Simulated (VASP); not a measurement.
# Ge (P4_32_12) in VASP: notebook

The runs below take Ge through relaxation of cell and atoms, with LDA.

Program: VASP 6.6.1. These are calculated values, not measurements. Logs are shortened: lines on timing, memory, paths and dates and some standing lists are left out, and cuts for length are marked.

### Step 1. The crystal as given

Symmetry: P4_32_12, No. 96, tetragonal system. The conventional cell has a = 5.930 Å, b = 5.930 Å, c = 6.980 Å, α = 90.00°, β = 90.00°, γ = 90.00°. Around Ge (site symmetry 2) lie 4 Ge at 2.44 to 2.55 Å. Ge (site symmetry 1) is surrounded by 4 Ge at 2.44 to 2.55 Å.

This isn't the form of Ge at room conditions, which is diamond.

### Step 2. Relaxation of cell and atoms, LDA

INCAR reads:

```
SYSTEM = Ge
ALGO = Normal
EDIFF = 1E-6
EDIFFG = -0.01
ENCUT = 600
GGA = CA
IBRION = 2
ISIF = 3
ISMEAR = 0
KPAR = 4
LASPH = .True.
LCHARG = .False.
LREAL = .False.
LWAVE = .False.
NELM = 80
NSW = 90
PREC = Accurate
SIGMA = 0.03
```

KPOINTS reads:

```
k-points
0
Gamma
  6 6 4
  0 0 0
```

POSCAR reads:

```
Ge
1.0
    5.9300000000      0.0000000000      0.0000000000
    0.0000000000      5.9300000000      0.0000000000
    0.0000000000      0.0000000000      6.9800000000
Ge
12
Direct
    0.0750000000      0.0750000000      0.0000000000
    0.4250000000      0.5750000000      0.7500000000
    0.9250000000      0.9250000000      0.5000000000
    0.5750000000      0.4250000000      0.2500000000
    0.1667000000      0.3750000000      0.2500000000
    0.1250000000      0.6667000000      0.0000000000
    0.8333000000      0.6250000000      0.7500000000
    0.8750000000      0.3333000000      0.5000000000
    0.6667000000      0.1250000000      0.0000000000
    0.6250000000      0.8333000000      0.2500000000
    0.3333000000      0.8750000000      0.5000000000
    0.3750000000      0.1667000000      0.7500000000
```

Potentials or basis: VASP PAW LDA potentials, release 64 (Ge_d).

Started as:

```console
cat potpaw_LDA.64/Ge_d/POTCAR > POTCAR
mpirun -np 4 vasp_std > vasp.out
```

OUTCAR:

```text
SYSTEM = Ge
   EDIFF = 1E-6
   EDIFFG = -0.01
   ENCUT = 600
   GGA = CA
   IBRION = 2
   ISIF = 3
   ISMEAR = 0
   LASPH = .True.
   LREAL = .False.
   NELM = 80
   NSW = 90
   PREC = Accurate

 ion  position               nearest neighbor table
   1  0.075  0.075  0.000-   6 2.44   9 2.44   5 2.55  12 2.55
   2  0.425  0.575  0.750-   7 2.44  12 2.44  11 2.55   6 2.55
   3  0.925  0.925  0.500-   8 2.44  11 2.44  10 2.55   7 2.55
   4  0.575  0.425  0.250-   5 2.44  10 2.44   9 2.55   8 2.55
   5  0.167  0.375  0.250-   4 2.44   6 2.47   8 2.47   1 2.55
   6  0.125  0.667  0.000-   1 2.44   5 2.47   7 2.47   2 2.55
   7  0.833  0.625  0.750-   2 2.44   6 2.47   8 2.47   3 2.55
   8  0.875  0.333  0.500-   3 2.44   5 2.47   7 2.47   4 2.55
   9  0.667  0.125  0.000-   1 2.44  10 2.47  12 2.47   4 2.55
  10  0.625  0.833  0.250-   4 2.44   9 2.47  11 2.47   3 2.55
  11  0.333  0.875  0.500-   3 2.44  10 2.47  12 2.47   2 2.55
  12  0.375  0.167  0.750-   2 2.44   9 2.47  11 2.47   1 2.55

  LATTYP: Found a simple tetragonal cell.
 ALAT       =     5.9300000000
 C/A-ratio  =     1.1770657673

  Lattice vectors:

 A1 = (   5.9300000000,   0.0000000000,   0.0000000000)
 A2 = (   0.0000000000,   5.9300000000,   0.0000000000)
 A3 = (   0.0000000000,   0.0000000000,   6.9800000000)

Analysis of symmetry for initial positions (statically):
=====================================================================
 Subroutine PRICEL returns:
 Original cell was already a primitive cell.

 Routine SETGRP: Setting up the symmetry group for a
 simple tetragonal supercell.

 Subroutine GETGRP returns: Found  8 space group operations
 (whereof  2 operations were pure point group operations)
 out of a pool of 16 trial point group operations.

The static configuration has the point symmetry C_2 .
 The point group associated with its full space group is D_4 .

Analysis of symmetry for dynamics (positions and initial velocities):
=====================================================================
 Subroutine PRICEL returns:
 Original cell was already a primitive cell.

 Routine SETGRP: Setting up the symmetry group for a
 simple tetragonal supercell.

 Subroutine GETGRP returns: Found  8 space group operations
 (whereof  2 operations were pure point group operations)
 out of a pool of 16 trial point group operations.

The dynamic configuration has the point symmetry C_2 .
 The point group associated with its full space group is D_4 .

[... 142 lines left out ...]
   LORBIT       =      0    0 simple, 1 ext, 2 COOP (PROOUT), +10 PAW based schemes
   GGA     = CA    functional components
   LHFCALC =     F    Hartree Fock is set to
   AEXX    =    0.0000 exact exchange contribution
   IVDW    =     0    specifies the selected vdW correction
   LEPSILON=     F    determine dielectric tensor
   LRPA    =     F    only Hartree local field effects (RPA)
 conjugate gradient relaxation of ions
 non-spin polarized calculation
 Gauss-broadening in eV      SIGMA  =   0.03
  energy-cutoff  :      600.00
  volume of cell :      245.45
 maximum number of plane-waves:      8224
 NGX is ok and might be reduce to    48
   NGX = 23   NGY = 23   NGZ = 27

--------------------------------------- Ionic step        1  -------------------------------------------

 number of electron     167.9999938 magnetization

 Free energy of the ion-electron system (eV)
  ---------------------------------------------------
  ext. energy  EPLUGINS =         0.00000000
  ---------------------------------------------------
  free energy    TOTEN  =       -60.75662550 eV

  energy without entropy =      -60.75662550  energy(sigma->0) =      -60.75662550

------------------------ aborting loop because EDIFF is reached ----------------------------------------

  FORCE on cell =-STRESS in cart. coord.  units (eV):
  Direction    XX          YY          ZZ          XY          YZ          ZX
  --------------------------------------------------------------------------------------
  -------------------------------------------------------------------------------------
  Total       -1.6203987     -1.6203987     -2.7306365      0.0000000     -0.0000000     -0.0000000
  in kB      -10.5771258    -10.5771258    -17.8241840      0.0000000     -0.0000000     -0.0000000
  external PRESSURE =     -12.9928119 kB  Pullay stress =       0.0000000 kB
[... 119 lines left out ...]
  FREE ENERGIE OF THE ION-ELECTRON SYSTEM (eV)
  ---------------------------------------------------
  free  energy   TOTEN  =       -60.8992788105 eV

  energy  without entropy=      -60.8992788105  energy(sigma->0) =      -60.89927881

[... ionic steps 4 to 13 ...]

--------------------------------------- Ionic step       14  -------------------------------------------

 number of electron     167.9999864 magnetization

------------------------ aborting loop because EDIFF is reached ----------------------------------------
[... 87 lines left out ...]
--------------------------------------- Ionic step       16  -------------------------------------------

 number of electron     167.9999851 magnetization

 Free energy of the ion-electron system (eV)
  ---------------------------------------------------
  ext. energy  EPLUGINS =         0.00000000
  ---------------------------------------------------
  free energy    TOTEN  =       -60.96378348 eV

  energy without entropy =      -60.96378348  energy(sigma->0) =      -60.96378348

 E-fermi :   5.5156     XC(G=0): -11.0870

 val. band max:        5.3257756219   @ k =   0.3333   0.3333   0.0000
 cond. band min:       5.8248064666   @ k =   0.3333   0.3333   0.0000
 fundamental gap:      0.4990308447
 Fermi energy:         5.5155706456

 k-point     1 :       0.0000    0.0000    0.0000
  band No.  band energies     occupation
      1     -19.1603      2.00000
      2     -19.1298      2.00000
      3     -19.1298      2.00000
      4     -19.1086      2.00000
      5     -19.1086      2.00000
      6     -19.1078      2.00000
[... 2365 lines left out ...]
     95       9.7890      0.00000
     96       9.7890      0.00000

 [... further k-points ...]

 [bands above 96 left out]

------------------------ aborting loop because EDIFF is reached ----------------------------------------

  FORCE on cell =-STRESS in cart. coord.  units (eV):
  Direction    XX          YY          ZZ          XY          YZ          ZX
  --------------------------------------------------------------------------------------
  -------------------------------------------------------------------------------------
  Total       -0.1174964     -0.1174964     -0.0151098      0.0000000      0.0000000     -0.0000000
  in kB       -0.7871507     -0.7871507     -0.1012263      0.0000000      0.0000000     -0.0000000
  external PRESSURE =      -0.5585093 kB  Pullay stress =       0.0000000 kB
[... 27 lines left out ...]
  FREE ENERGIE OF THE ION-ELECTRON SYSTEM (eV)
  ---------------------------------------------------
  free  energy   TOTEN  =       -60.9637834761 eV

  energy  without entropy=      -60.9637834761  energy(sigma->0) =      -60.96378348

 reached required accuracy - stopping structural energy minimisation
```

OSZICAR:

```text
N       E                     dE             d eps       ncg     rms          rms(c)
DAV:   1     0.252722222457E+04    0.25272E+04   -0.75641E+04  6884   0.512E+03
DAV:   2     0.489324656619E+03   -0.20379E+04   -0.19792E+04  6000   0.127E+03
DAV:   3     0.101442362311E+02   -0.47918E+03   -0.46372E+03  6016   0.310E+02
[... 167 lines left out ...]
DAV:   2    -0.609638632949E+02    0.29264E-04   -0.14046E-03  8820   0.453E-01    0.602E-02
DAV:   3    -0.609637769849E+02    0.86310E-04   -0.22273E-04  7456   0.401E-01    0.880E-03
DAV:   4    -0.609637821464E+02   -0.51615E-05   -0.86309E-05  8052   0.197E-01    0.621E-03
DAV:   5    -0.609637838813E+02   -0.17348E-05   -0.27330E-05  6348   0.362E-02    0.471E-03
DAV:   6    -0.609637834761E+02    0.40514E-06   -0.31815E-06  4168   0.148E-02
  16 F= -.60963783E+02 E0= -.60963783E+02  d E =-.156670E-03
```

CONTCAR:

```text
Ge
   1.00000000000000
     5.8800085515771130    0.0000000000000000   -0.0000000000000000
     0.0000000000000000    5.8800085515771130   -0.0000000000000000
     0.0000000000000000    0.0000000000000000    6.9170542872993082
  Ge
    12
Direct
     0.0883995632281021    0.0883995632281021    0.0000000000000000
     0.4116004367718979    0.5883995632281021    0.7500000000000000
     0.9116004367718979    0.9116004367718979    0.5000000000000000
     0.5883995632281021    0.4116004367718979    0.2500000000000000
     0.1717378427399616    0.3705546309313027    0.2553979690978242
     0.1294453690686972    0.6717378427399617    0.0053979690978242
     0.8282621572600383    0.6294453690686971    0.7553979690978241
     0.8705546309313029    0.3282621572600385    0.5053979690978242
     0.6717378427399617    0.1294453690686972    0.9946020309021758
     0.6294453690686971    0.8282621572600383    0.2446020309021757
     0.3282621572600385    0.8705546309313029    0.4946020309021759
     0.3705546309313027    0.1717378427399616    0.7446020309021759

  0.00000000E+00  0.00000000E+00  0.00000000E+00
  0.00000000E+00  0.00000000E+00  0.00000000E+00
  0.00000000E+00  0.00000000E+00  0.00000000E+00
  0.00000000E+00  0.00000000E+00  0.00000000E+00
  0.00000000E+00  0.00000000E+00  0.00000000E+00
  0.00000000E+00  0.00000000E+00  0.00000000E+00
  0.00000000E+00  0.00000000E+00  0.00000000E+00
  0.00000000E+00  0.00000000E+00  0.00000000E+00
  0.00000000E+00  0.00000000E+00  0.00000000E+00
  0.00000000E+00  0.00000000E+00  0.00000000E+00
  0.00000000E+00  0.00000000E+00  0.00000000E+00
  0.00000000E+00  0.00000000E+00  0.00000000E+00
```

Wall time 61 min (4 MPI ranks of Intel Xeon Platinum 8488C (Sapphire Rapids), shared host); peak memory 0.68 GiB.

What came out:

* Free energy: -60.9638 eV
* Relaxed volume: 19.93 Å³/atom
* Relaxed cell: a = 5.880 Å, b = 5.880 Å, c = 6.917 Å, α = 90.00°, β = 90.00°, γ = 90.00°
* Space group after relaxing (to 0.05 Å): P4_32_12 (No. 96)
* Energy gained by relaxing: 17.3 meV/atom
* Ionic steps: 16
* Pressure after relaxing: -0.1 GPa
* Largest force after relaxing: 0.009 eV/Å
* Band gap on the k mesh: 0.50 eV, direct

Forces on the atoms (eV/Å):
```
Ge   0.002  0.002  0.000
Ge  -0.002  0.002  0.000
Ge  -0.002 -0.002  0.000
Ge   0.002 -0.002  0.000
Ge   0.002 -0.008  0.002
Ge   0.008  0.002  0.002
Ge  -0.002  0.008  0.002
Ge  -0.008 -0.002  0.002
Ge   0.002  0.008 -0.002
Ge   0.008 -0.002 -0.002
Ge  -0.002 -0.008 -0.002
Ge  -0.008  0.002 -0.002
```

Step by step:
```tsv
step	energy change (eV)	largest force (eV/Å)	pressure (GPa)	volume (Å³)
1	0.0000	0.8516	-1.30	245.45
2	-0.1420	0.2172	0.45	239.60
3	-0.1427	0.2150	0.53	239.15
4	-0.1763	0.1281	0.22	240.52
5	-0.1862	0.0919	-0.05	241.71
6	-0.1862	0.0920	-0.19	241.84
7	-0.1899	0.0602	-0.05	240.99
8	-0.1905	0.1019	0.16	240.18
9	-0.1926	0.0973	0.26	240.01
10	-0.1978	0.0871	0.29	239.51
11	-0.2039	0.0640	0.34	238.51
12	-0.1991	0.0416	0.57	236.49
13	-0.2048	0.0502	0.43	237.92
14	-0.2063	0.0179	-0.28	239.92
15	-0.2070	0.0175	-0.02	239.19
16	-0.2072	0.0088	-0.06	239.15
```

Final structure:
```cif
data_structure
_symmetry_space_group_name_H-M 'P 1'
_symmetry_Int_Tables_number 1
_cell_length_a 5.8800
_cell_length_b 5.8800
_cell_length_c 6.9171
_cell_angle_alpha 90.000
_cell_angle_beta 90.000
_cell_angle_gamma 90.000
_cell_volume 239.15
loop_
_atom_site_label
_atom_site_type_symbol
_atom_site_fract_x
_atom_site_fract_y
_atom_site_fract_z
_atom_site_occupancy
Ge1 Ge 0.08840 0.08840 0.00000 1
Ge2 Ge 0.41160 0.58840 0.75000 1
Ge3 Ge 0.91160 0.91160 0.50000 1
Ge4 Ge 0.58840 0.41160 0.25000 1
Ge5 Ge 0.17174 0.37055 0.25540 1
Ge6 Ge 0.12945 0.67174 0.00540 1
Ge7 Ge 0.82826 0.62945 0.75540 1
Ge8 Ge 0.87055 0.32826 0.50540 1
Ge9 Ge 0.67174 0.12945 0.99460 1
Ge10 Ge 0.62945 0.82826 0.24460 1
Ge11 Ge 0.32826 0.87055 0.49460 1
Ge12 Ge 0.37055 0.17174 0.74460 1
```

Levels at points of the mesh, in eV from the valence-band top:
| k point | band 82 | band 83 | band 84 | band 85 | band 86 | band 87 |
| --- | --- | --- | --- | --- | --- | --- |
| (0.00, 0.00, 0.00) | -1.02 | -1.02 | -0.23 | 1.42 | 1.68 | 1.68 |
| (0.50, 0.00, 0.00) | -0.59 | -0.10 | -0.10 | 1.22 | 1.22 | 2.28 |
| (0.50, 0.50, 0.00) | -0.36 | -0.09 | -0.09 | 1.21 | 1.21 | 1.61 |
| (0.00, 0.00, 0.50) | -1.22 | -0.77 | -0.77 | 0.80 | 0.80 | 1.49 |
| (0.50, 0.00, 0.50) | -0.84 | -0.56 | -0.56 | 0.77 | 0.77 | 1.28 |
| (0.50, 0.50, 0.50) | -1.05 | -1.05 | -1.05 | 1.21 | 1.21 | 1.21 |

### Step 3. Relaxation of cell and atoms, LDA

This run uses another cell than the first one, of 19.93 Å³/atom, 0.974 times its volume.

INCAR, as its differences from that of step 2:

```diff
@@ -2,4 +2,4 @@
 ALGO = Normal
-EDIFF = 1E-6
-EDIFFG = -0.01
+EDIFF = 1E-7
+EDIFFG = -0.005
 ENCUT = 600
```

KPOINTS is that of step 2.

POSCAR reads:

```
Ge                                      
1.0
    5.8800085516      0.0000000000     -0.0000000000
    0.0000000000      5.8800085516     -0.0000000000
    0.0000000000      0.0000000000      6.9170542873
  Ge            
    12
Direct
     0.0883995632281021    0.0883995632281021    0.0000000000000000
     0.4116004367718979    0.5883995632281021    0.7500000000000000
     0.9116004367718979    0.9116004367718979    0.5000000000000000
     0.5883995632281021    0.4116004367718979    0.2500000000000000
     0.1717378427399616    0.3705546309313027    0.2553979690978242
     0.1294453690686972    0.6717378427399617    0.0053979690978242
     0.8282621572600383    0.6294453690686971    0.7553979690978241
     0.8705546309313029    0.3282621572600385    0.5053979690978242
     0.6717378427399617    0.1294453690686972    0.9946020309021758
     0.6294453690686971    0.8282621572600383    0.2446020309021757
     0.3282621572600385    0.8705546309313029    0.4946020309021759
     0.3705546309313027    0.1717378427399616    0.7446020309021759
```

Potentials or basis: VASP PAW LDA potentials, release 64 (Ge_d).

Started as:

```console
cat potpaw_LDA.64/Ge_d/POTCAR > POTCAR
mpirun -np 4 vasp_std > vasp.out
```

Wall time 21 min (4 MPI ranks of Intel Xeon Platinum 8488C (Sapphire Rapids), shared host); peak memory 0.67 GiB.

It converged, with:

```
Free energy                            : -60.9628 eV
Relaxed volume                         : 19.93 Å³/atom
Relaxed cell                           : a = 5.878 Å, b = 5.878 Å, c = 6.921 Å, α = 90.00°, β = 90.00°, γ = 90.00°
Space group after relaxing (to 0.05 Å) : P4_32_12 (No. 96)
Energy gained by relaxing              : 0.0 meV/atom
Ionic steps                            : 9
Pressure after relaxing                : 0.0 GPa
Largest force after relaxing           : 0.004 eV/Å
Band gap on the k mesh                 : 0.50 eV, direct
```

Forces in eV/Å, atoms in the order of the input:
```
Ge   0.002  0.002  0.000
Ge  -0.002  0.002  0.000
Ge  -0.002 -0.002  0.000
Ge   0.002 -0.002  0.000
Ge  -0.003 -0.002  0.002
Ge   0.002 -0.003  0.002
Ge   0.003  0.002  0.002
Ge  -0.002  0.003  0.002
Ge  -0.003  0.002 -0.002
Ge   0.002  0.003 -0.002
Ge   0.003 -0.002 -0.002
Ge  -0.002 -0.003 -0.002
```

Final structure:
```xyz
12
Lattice="5.8779 0.0000 0.0000 0.0000 5.8779 0.0000 0.0000 0.0000 6.9213" Properties=species:S:1:pos:R:3 pbc="T T T"
Ge    0.5200    0.5200    0.0000
Ge    2.4190    3.4589    5.1910
Ge    5.3579    5.3579    3.4607
Ge    3.4589    2.4190    1.7303
Ge    1.0097    2.1769    1.7680
Ge    0.7621    3.9486    0.0377
Ge    4.8682    3.7010    5.2287
Ge    5.1158    1.9293    3.4983
Ge    3.9486    0.7621    6.8836
Ge    3.7010    4.8682    1.6927
Ge    1.9293    5.1158    3.4230
Ge    2.1769    1.0097    5.1533
```

Levels at points of the mesh, in eV from the valence-band top:
```
           k point  band 80  band 81  band 82  band 83  band 84  band 85  band 86  band 87  band 88  band 89
(0.00, 0.00, 0.00)    -1.79    -1.08    -1.03    -1.03    -0.25     1.42     1.68     1.68     2.53     3.35
(0.50, 0.00, 0.00)    -1.86    -0.60    -0.60    -0.10    -0.10     1.22     1.22     2.28     2.28     2.55
(0.50, 0.50, 0.00)    -1.14    -0.36    -0.36    -0.10    -0.10     1.21     1.21     1.62     1.62     1.87
(0.00, 0.00, 0.50)    -1.98    -1.23    -1.23    -0.77    -0.77     0.79     0.79     1.48     1.48     3.52
(0.50, 0.00, 0.50)    -1.05    -0.84    -0.84    -0.57    -0.57     0.76     0.76     1.28     1.28     2.54
(0.50, 0.50, 0.50)    -1.45    -1.05    -1.05    -1.05    -1.05     1.21     1.21     1.21     1.21     1.95
```

A k mesh can miss the band edges. Expect the measured gap to be larger: semilocal functionals such as LDA lack the derivative discontinuity.
